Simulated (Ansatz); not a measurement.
## MgO: trigonal deformation path

All numbers below come from DFT r2SCAN, scalar-relativistic, plane waves, PAW in Ansatz. Settings: plane waves to 500 eV, k-mesh 10×10×10 (Γ-centred), Gaussian smearing 0.05 eV. No spin polarisation. Energies are free energies at this smearing, counted from the undisturbed cell; pressure is positive in compression.

Zero of the scan (relaxed at this level):

```yaml
crystal:
  lattice:
    - [0.00000, 2.10211, 2.10211]
    - [2.10211, 0.00000, 2.10211]
    - [2.10211, 2.10211, 0.00000]
  atoms:
    - { symbol: Mg, position: [0.00000, 0.00000, 0.00000] }
    - { symbol: O, position: [0.50000, 0.50000, 0.50000] }
```

At fixed volume and fractional coordinates, lengths along (0.577, 0.577, 0.577) are scaled against those across it; ρ is that ratio over its starting value. At ρ = 0.500 the cell becomes cubic (Pm-3m), and there the slope of the energy vanishes by symmetry.

```csv
ρ,ΔE (meV/atom),pressure (GPa),gap on the mesh (eV)
0.500,?,?,3.22
0.600,?,?,3.58
0.710,?,?,3.90
0.850,133.6,0.1,4.71
0.930,29.6,0.1,5.27
1.000,0.0,0.0,5.69
1.080,38.5,0.1,5.34
1.200,235.3,0.8,4.25
1.410,929.4,4.5,1.21
1.700,2333.3,19.6,0.00
2.000,3622.6,39.0,0.00
```

Where the gap reads zero the k-mesh, chosen for the insulator, is on the coarse side.

Q: Give the withheld values.

A: ΔE (meV/atom) at ρ = 0.500: 814.0; pressure (GPa) at ρ = 0.500: -4.3; ΔE (meV/atom) at ρ = 0.600: 714.4; pressure (GPa) at ρ = 0.600: -2.5; ΔE (meV/atom) at ρ = 0.710: 452.9; pressure (GPa) at ρ = 0.710: -0.6.

Cost: 11 runs of about 0.72 core-minutes in all, on Arm Neoverse V1 (shared hosts).